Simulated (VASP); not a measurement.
An input for Quantum ESPRESSO's pw.x (written as the equivalent of a VASP run, and not itself run):

```
&CONTROL
  calculation = 'scf'
  pseudo_dir = './pseudo'
  outdir = './out'
  tprnfor = .true.
  tstress = .true.
/
&SYSTEM
  ibrav = 0
  nat = 2
  ntyp = 2
  ecutwfc = 84
  occupations = 'smearing'
  smearing = 'gaussian'
  degauss = 0.003675
  input_dft = 'pbesol'
/
&ELECTRONS
  conv_thr = 7.3e-09
  electron_maxstep = 100
/
ATOMIC_SPECIES
  Zn 65.380 Zn.upf
  Te 127.600 Te.upf
CELL_PARAMETERS angstrom
    -0.0000000    3.0324034    3.0324034
     3.0324034   -0.0000000    3.0324034
     3.0324034    3.0324034   -0.0000000
ATOMIC_POSITIONS crystal
  Zn  -0.0041221  0.0041221 -0.0041221
  Te   0.2500000  0.2500000  0.2500000
K_POINTS automatic
  8 8 8 0 0 0
```

**Question.** Translate this input to VASP (INCAR, KPOINTS, POSCAR, choice of POTCAR).

**Answer.** One answer among several that fit: 
**POSCAR**
```
ZnTe
4.2884660
  0.0000000000   0.7071067937   0.7071067937
  0.7071067937   0.0000000000   0.7071067937
  0.7071067937   0.7071067937   0.0000000000
Zn Te
1 1
Cartesian
 -0.0000000000  -0.0058295904   0.0000000000
  0.3535533969   0.3535533969   0.3535533969
```

INCAR:
```
# general
SYSTEM  = ZnTe
PREC    = Accurate
ENCUT   = 480
LREAL   = .FALSE.
LASPH   = .TRUE.

# electronic loop
EDIFF   = 1E-7
NELM    = 100
ALGO    = Normal
LMAXMIX = 4

# smearing
ISMEAR  = 0
SIGMA   = 0.05

# functional
GGA     = PS

# ions
ISIF    = 2

# output
LWAVE   = .FALSE.
LCHARG  = .FALSE.
```

**KPOINTS**
```
Regular mesh
0
Gamma
  8 8 8
0 0 0
```

POTCAR, in this order: Zn Te (PBE.64 set). Program: vasp_std.

Limits of the translation: the potentials are each code's own (VASP's PAW set, PseudoDojo norm-conserving files in pw.x), so ENCUT and ecutwfc are chosen apart and not converted; conv_thr bounds pw.x's estimated SCF error, while EDIFF bounds the energy change between steps.

The compound is ZnTe in the zinc blende structure. This cell was strained or had an atom moved on purpose.
